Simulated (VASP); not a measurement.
# CdTe (F-43m) in VASP: notebook

Aim: see how the results for CdTe move with the level of theory and the settings. Levels: PBEsol, PBE. Tasks: single point.

Program: VASP 6.6.1. These are calculated values, not measurements. Logs are shortened: lines on timing, memory, paths and dates and some standing lists are left out, and cuts for length are marked.

**What was measured.**

A printed reference work, data compilation reports, for a bulk crystal of CdTe at 0 K: band gap 1.607 eV.

The runs below are set against these values where they give the same quantity.

### Step 1. The structure

The structure is cubic, space group F-43m (No. 216). The conventional cell has a = 6.410 Å, b = 6.410 Å, c = 6.410 Å, α = 90.00°, β = 90.00°, γ = 90.00°. Te (site symmetry -43m) is surrounded by 4 Cd at 2.78 Å. Cd (site symmetry -43m) is surrounded by 4 Te at 2.78 Å.

### Step 2. Single point, PBEsol

The input, INCAR:

```
SYSTEM = CdTe
ALGO = Normal ; EDIFF = 1E-7
ENCUT = 520 ; GGA = PS
ISIF = 2 ; ISMEAR = -1
LASPH = .True. ; LCHARG = .False.
LREAL = .False. ; LWAVE = .False.
NBANDS = 16 ; NELM = 100
PREC = Accurate ; SIGMA = 0.05
```

The input, KPOINTS:

```
k-points
0
Gamma
  7 7 7
  0 0 0
```

The input, POSCAR:

```
CdTe
1.0
    0.0000000000      3.2050000000      3.2050000000
    3.2050000000      0.0000000000      3.2050000000
    3.2050000000      3.2050000000      0.0000000000
Te Cd
1 1
Direct
    0.7500000000      0.7500000000      0.7500000000
    0.0000000000      0.0000000000      0.0000000000
```

Potentials or basis: VASP PAW PBE potentials, release 64 (Te, Cd).

Launch:

```console
cat potpaw_PBE.64/Te/POTCAR potpaw_PBE.64/Cd/POTCAR > POTCAR
mpirun -np 1 vasp_std > vasp.out
```

OUTCAR:

```text
SYSTEM = CdTe
   EDIFF = 1E-7
   ENCUT = 520
   GGA = PS
   ISIF = 2
   ISMEAR = -1
   LASPH = .True.
   LREAL = .False.
   NELM = 100
   PREC = Accurate

 ion  position               nearest neighbor table
   1  0.750  0.750  0.750-   2 2.78   2 2.78   2 2.78   2 2.78
   2  0.000  0.000  0.000-   1 2.78   1 2.78   1 2.78   1 2.78

  LATTYP: Found a face centered cubic cell.
 ALAT       =     6.4100000000

  Lattice vectors:

 A1 = (   0.0000000000,   3.2050000000,   3.2050000000)
 A2 = (   3.2050000000,   0.0000000000,   3.2050000000)
 A3 = (   3.2050000000,   3.2050000000,   0.0000000000)

Analysis of symmetry for initial positions (statically):
=====================================================================
 Subroutine PRICEL returns:
 Original cell was already a primitive cell.

 Routine SETGRP: Setting up the symmetry group for a
 face centered cubic supercell.

 Subroutine GETGRP returns: Found 24 space group operations
 (whereof 24 operations were pure point group operations)
 out of a pool of 48 trial point group operations.

The static configuration has the point symmetry T_d .

Analysis of symmetry for dynamics (positions and initial velocities):
=====================================================================
 Subroutine PRICEL returns:
 Original cell was already a primitive cell.

 Routine SETGRP: Setting up the symmetry group for a
 face centered cubic supercell.

 Subroutine GETGRP returns: Found 24 space group operations
 (whereof 24 operations were pure point group operations)
 out of a pool of 48 trial point group operations.

The dynamic configuration has the point symmetry T_d .

 Subroutine INISYM returns: Found 24 space group operations
 (whereof 24 operations are pure point group operations),
 and found     1 'primitive' translations

----------------------------------------------------------------------------------------

                                     Primitive cell

  volume of cell :      65.8437

  direct lattice vectors                    reciprocal lattice vectors
     0.000000000  3.205000000  3.205000000    -0.156006240  0.156006240  0.156006240
     3.205000000  0.000000000  3.205000000     0.156006240 -0.156006240  0.156006240
     3.205000000  3.205000000  0.000000000     0.156006240  0.156006240 -0.156006240

  length of vectors
     4.532554467  4.532554467  4.532554467     0.270210734  0.270210734  0.270210734

  position of ions in fractional coordinates (direct lattice)
     0.750000000  0.750000000  0.750000000
     0.000000000  0.000000000  0.000000000

  ion indices of the primitive-cell ions
   primitive index   ion index
                 1           1
                 2           2

----------------------------------------------------------------------------------------

 KPOINTS: k-points

Automatic generation of k-mesh.
 Grid dimensions read from file:
 generate k-points for:    7    7    7

 Generating k-lattice:

  Cartesian coordinates                     Fractional coordinates (reciprocal lattice)
    -0.022286606  0.022286606  0.022286606     0.142857143  0.000000000  0.000000000
     0.022286606 -0.022286606  0.022286606     0.000000000  0.142857143  0.000000000
     0.022286606  0.022286606 -0.022286606     0.000000000  0.000000000  0.142857143

  Length of vectors
     0.038601533  0.038601533  0.038601533

  Shift w.r.t. Gamma in fractional coordinates (k-lattice)
     0.000000000  0.000000000  0.000000000

 Subroutine IBZKPT returns following result:
 ===========================================

 Found     20 irreducible k-points:

 Following reciprocal coordinates:
            Coordinates               Weight
  0.000000  0.000000  0.000000      1.000000
  0.142857  0.000000  0.000000      8.000000
  0.285714  0.000000  0.000000      8.000000
  0.428571  0.000000  0.000000      8.000000
  0.142857  0.142857  0.000000      6.000000
  0.285714  0.142857  0.000000     24.000000
[... 12 lines left out ...]
 -0.428571  0.428571  0.142857     24.000000
 -0.285714  0.428571  0.142857     24.000000
   k-points           NKPTS =     20   k-points in BZ     NKDIM =     20   number of bands    NBANDS=     16
   number of dos      NEDOS =    301   number of ions     NIONS =      2
   total plane-waves  NPLWV =  46656
   dimension x,y,z NGX =    36 NGY =   36 NGZ =   36
   dimension x,y,z NGXF=    72 NGYF=   72 NGZF=   72
   ions per type =               1   1
   NGX,Y,Z   is equivalent  to a cutoff of  13.20, 13.20, 13.20 a.u.
   NGXF,Y,Z  is equivalent  to a cutoff of  26.41, 26.41, 26.41 a.u.
 SYSTEM =  CdTe
   PREC   = accura    normal or accurate (medium, high low for compatibility)
   ISTART =      0    job   : 0-new  1-cont  2-samecut
   ICHARG =      2    charge: 1-file 2-atom 10-const
   ISPIN  =      1    spin polarized calculation?
   LNONCOLLINEAR =      F non collinear calculations
   LSORBIT =      F    spin-orbit coupling
   LASPH  =      T    aspherical Exc in radial PAW
   ENCUT  =  520.0 eV  38.22 Ry    6.18 a.u.   8.43  8.43  8.43*2*pi/ulx,y,z
   NELM   =    100;   NELMIN=  2; NELMDL= -5     # of ELM steps
   EDIFF  = 0.1E-06   stopping-criterion for ELM
   LREAL  =      F    real-space projection
   EDIFFG = 0.1E-05   stopping-criterion for IOM
   NSW    =      0    number of steps for IOM
   IBRION =     -1    ionic relax: 0-MD 1-quasi-New 2-CG
   NFREE  =      0    steps in history (QN), initial steepest desc. (CG)
   ISIF   =      2    stress and relaxation
   ISYM   =      2    0-nonsym 1-usesym 2-fastsym
   POTIM  = 0.5000    time-step for ionic-motion
   TEBEG  =    0.0;   TEEND  =   0.0 temperature during run
   PSTRESS=    0.0 pullay stress
   NELECT =      18.0000    total number of electrons
   NUPDOWN=      -1.0000    fix difference up-down
   EMIN   =  10.00;   EMAX   =-10.00  energy-range for DOS
   EFERMI =   0.00;   METHOD = LEGACY
   ISMEAR =    -1;   SIGMA  =   0.05  broadening in eV -4-tet -1-fermi 0-gaus
   EFERMI_NEDOS =   21; number of points for ismear=-14 and -15
   IALGO  =     38    algorithm
   IMIX   =      4    mixing-type and parameters
     AMIX     =   0.40;   BMIX     =  1.00
     AMIX_MAG =   1.60;   BMIX_MAG =  1.00
  volume/ion in A,a.u.               =      32.92       222.17
  Fermi-wavevector in a.u.,A,eV,Ry     =   1.062497  2.007828 15.359610  1.128899
  Thomas-Fermi vector in A             =   2.197950
   LORBIT       =      0    0 simple, 1 ext, 2 COOP (PROOUT), +10 PAW based schemes
   GGA     = PS    functional components
   LHFCALC =     F    Hartree Fock is set to
   AEXX    =    0.0000 exact exchange contribution
   IVDW    =     0    specifies the selected vdW correction
   LEPSILON=     F    determine dielectric tensor
   LRPA    =     F    only Hartree local field effects (RPA)
 non-spin polarized calculation
  energy-cutoff  :      520.00
  volume of cell :       65.84
 maximum number of plane-waves:      1807
 NGX is ok and might be reduce to    36
   NGX = 17   NGY = 17   NGZ = 17

 number of electron      17.9999995 magnetization

 Free energy of the ion-electron system (eV)
  ---------------------------------------------------
  ext. energy  EPLUGINS =         0.00000000
  ---------------------------------------------------
  free energy    TOTEN  =        -5.47269028 eV

  energy without entropy =       -5.47268553  energy(sigma->0) =       -5.47268791

 E-fermi :   2.9301     XC(G=0):  -8.9284

 val. band max:        2.5192439763   @ k =   0.0000   0.0000   0.0000
 cond. band min:       3.2795678873   @ k =   0.0000   0.0000   0.0000
 fundamental gap:      0.7603239110
 Fermi energy:         2.9301072624

 k-point     1 :       0.0000    0.0000    0.0000
  band No.  band energies     occupation
      1      -8.8893      2.00000
      2      -5.8603      2.00000
      3      -5.8603      2.00000
      4      -5.8603      2.00000
      5      -5.5698      2.00000
      6      -5.5698      2.00000
[... 8 lines left out ...]
     15      11.9220      0.00000
     16      11.9220      0.00000

 k-point     2 :       0.1429    0.0000    0.0000
  band No.  band energies     occupation
      1      -8.8069      2.00000
      2      -5.8445      2.00000
      3      -5.8445      2.00000
      4      -5.7994      2.00000
      5      -5.5711      2.00000
      6      -5.5711      2.00000
[... 8 lines left out ...]
     15      11.0451      0.00000
     16      11.0451      0.00000

 k-point     3 :       0.2857    0.0000    0.0000
  band No.  band energies     occupation
      1      -8.6201      2.00000
      2      -5.8127      2.00000
      3      -5.8127      2.00000
      4      -5.5853      2.00000
      5      -5.5693      2.00000
      6      -5.5693      2.00000
[... 8 lines left out ...]
     15      11.0670      0.00000
     16      11.0670      0.00000

 k-point     4 :       0.4286    0.0000    0.0000
  band No.  band energies     occupation
      1      -8.4718      2.00000
      2      -5.7925      2.00000
      3      -5.7925      2.00000
      4      -5.5616      2.00000
      5      -5.5616      2.00000
      6      -5.2652      2.00000
[... 8 lines left out ...]
     15      12.3297      0.00000
     16      12.3297      0.00000
[... 248 lines left out ...]
 k-point    18 :      -0.4286    0.2857    0.1429
  band No.  band energies     occupation
      1      -8.3848      2.00000
      2      -5.7566      2.00000
      3      -5.7428      2.00000
      4      -5.5994      2.00000
      5      -5.5624      2.00000
      6      -5.1206      2.00000
[... 8 lines left out ...]
     15      12.5014      0.00000
     16      13.3717      0.00000

 k-point    19 :      -0.4286    0.4286    0.1429
  band No.  band energies     occupation
      1      -8.3392      2.00000
      2      -5.7196      2.00000
      3      -5.7154      2.00000
      4      -5.6341      2.00000
      5      -5.5507      2.00000
      6      -5.0555      2.00000
[... 8 lines left out ...]
     15      13.2988      0.00000
     16      14.1472      0.00000

 k-point    20 :      -0.2857    0.4286    0.1429
  band No.  band energies     occupation
      1      -8.3286      2.00000
      2      -5.7339      2.00000
      3      -5.7170      2.00000
      4      -5.6060      2.00000
      5      -5.5670      2.00000
      6      -4.9794      2.00000
[... 8 lines left out ...]
     15      12.7070      0.00000
     16      14.6045      0.00000

------------------------ aborting loop because EDIFF is reached ----------------------------------------

  FORCE on cell =-STRESS in cart. coord.  units (eV):
  Direction    XX          YY          ZZ          XY          YZ          ZX
  --------------------------------------------------------------------------------------
  -------------------------------------------------------------------------------------
  Total        0.7629053      0.7629053      0.7629053     -0.0000000      0.0000000      0.0000000
  in kB       18.5638107     18.5638107     18.5638107     -0.0000000      0.0000000      0.0000000
  external PRESSURE =      18.5638107 kB  Pullay stress =       0.0000000 kB

 VOLUME and BASIS-vectors are now :
 -----------------------------------------------------------------------------
  energy-cutoff  :      520.00
  volume of cell :       65.84
      direct lattice vectors                 reciprocal lattice vectors
     0.000000000  3.205000000  3.205000000    -0.156006240  0.156006240  0.156006240
     3.205000000  0.000000000  3.205000000     0.156006240 -0.156006240  0.156006240
     3.205000000  3.205000000  0.000000000     0.156006240  0.156006240 -0.156006240

 POSITION                                       TOTAL-FORCE (eV/Angst)
 -----------------------------------------------------------------------------------
      4.80750      4.80750      4.80750        -0.000000     -0.000000     -0.000000
      0.00000      0.00000      0.00000         0.000000      0.000000      0.000000
 -----------------------------------------------------------------------------------
    total drift:                                0.000000      0.000000      0.000000

  FREE ENERGIE OF THE ION-ELECTRON SYSTEM (eV)
  ---------------------------------------------------
  free  energy   TOTEN  =        -5.4726902805 eV

  energy  without entropy=       -5.4726855300  energy(sigma->0) =       -5.47268791
```

Run time: 11 s. Hardware: 1 thread of Intel Xeon 6975P-C (Granite Rapids), shared host; peak memory 0.21 GiB.

Results:

```
Free energy            : -5.4727 eV
Pressure               : 1.9 GPa
Band gap on the k mesh : 0.76 eV, direct
```

Levels at points of the mesh, in eV from the valence-band top:
| k point | band 7 | band 8 | band 9 | band 10 | band 11 | band 12 |
| --- | --- | --- | --- | --- | --- | --- |
| (0.00, 0.00, 0.00) | 0.00 | 0.00 | 0.00 | 0.76 | 4.52 | 4.52 |

Caveat: the PAW data sets were made with another functional, which shifts forces and pressure a little; spin-orbit coupling is left out, which moves the levels of the heavy elements.

### Step 3. Single point, PBE

The input, INCAR:

```
SYSTEM = CdTe
PREC     = Accurate       ! precision mode
ENCUT    = 520            ! plane-wave cutoff, eV
EDIFF    = 1E-7           ! SCF threshold, eV
ISMEAR   = -1             ! smearing method
SIGMA    = 0.05           ! smearing width, eV
LREAL    = .FALSE.        ! projectors in reciprocal space
LASPH    = .TRUE.         ! aspherical terms in the spheres
NELM     = 60             ! most SCF steps
ALGO     = Normal         ! electronic algorithm
ISIF     = 2              ! what is computed and relaxed
LWAVE    = .FALSE.        ! write WAVECAR
LCHARG   = .FALSE.        ! write CHGCAR
GGA      = PE             ! functional
NBANDS   = 16             ! bands
```

The input, KPOINTS:

```
regular mesh
0
G
  7 7 7
  0 0 0
```

POSCAR is that of step 2.

Potentials or basis: VASP PAW PBE potentials, release 64 (Te, Cd).

Launch:

```console
cat potpaw_PBE.64/Te/POTCAR potpaw_PBE.64/Cd/POTCAR > POTCAR
mpirun -np 1 vasp_std > vasp.out
```

It took 14 s on 1 thread of Intel Xeon Platinum 8559C (Emerald Rapids), shared host; peak memory 0.2 GiB.

Results (log left out):

```
Free energy            : -4.7253 eV
Pressure               : 4.4 GPa
Band gap on the k mesh : 0.87 eV, direct
```

Levels at points of the mesh, in eV from the valence-band top:
```tsv
k point	band 6	band 7	band 8	band 9	band 10	band 11	band 12	band 13
(0.00, 0.00, 0.00)	-8.12	0.00	0.00	0.00	0.87	4.58	4.58	4.58
```

Caveat: spin-orbit coupling is left out, which moves the levels of the heavy elements.

(Part 1 of 2 ends here.)
